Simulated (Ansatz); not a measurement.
The system is TiCo.

```
Co Ti
1.0
     2.98611    0.00000    0.00000
     0.00000    2.98611    0.00000
     0.00000    0.00000    2.98611
Co Ti
1 1
Direct
  0.50000 0.50000 0.50000
  0.00000 0.00000 0.00000
```

The cell comes from a database or a generator and needn't be the stable form of this composition.

- Program: Ansatz 0.2.0
- Task: relaxation of cell and atoms
- Functional: PBEsol
- Potentials or basis: Ansatz PAW
- Cutoff: 420 eV (not typed: the program's choice for these potentials)
- k mesh: 9 × 9 × 9
- Occupations: fermi-dirac, width 0.05 eV
- Spin: collinear spin, ferromagnetic start
- Starting moments: [2.0, 1.0] μB

At the start: volume 13.31 Å³/atom.

**Question.** Where does the relaxation end?

**Answer.** It ends after 4 steps and the volume is 12.68 Å³/atom (-4.8 %); space group Pm-3m (No. 221, to 0.05 Å); moment 0.61 μB per cell.

The path:
```
step  energy change (eV)  largest force (eV/Å)  volume (Å³)
   1              0.0000                0.0000        26.63
   2             -0.0343                0.0000        25.39
   3             -0.0343                0.0000        25.36
   4             -0.0338                0.0000        25.36
```

Final structure:
```
CELL_PARAMETERS angstrom
2.93795 0.00000 0.00000
0.00000 2.93795 0.00000
0.00000 0.00000 2.93795
ATOMIC_POSITIONS crystal
Co 0.50000 0.50000 0.50000
Ti 0.00000 0.00000 0.00000
```

Caveat: the plane-wave basis is chosen anew once the cell has moved, so the energies of steps on either side of that aren't comparable; the PAW data sets come from PBE, with cores solved anew for the run's functional, which leaves a small shift of forces and pressure.
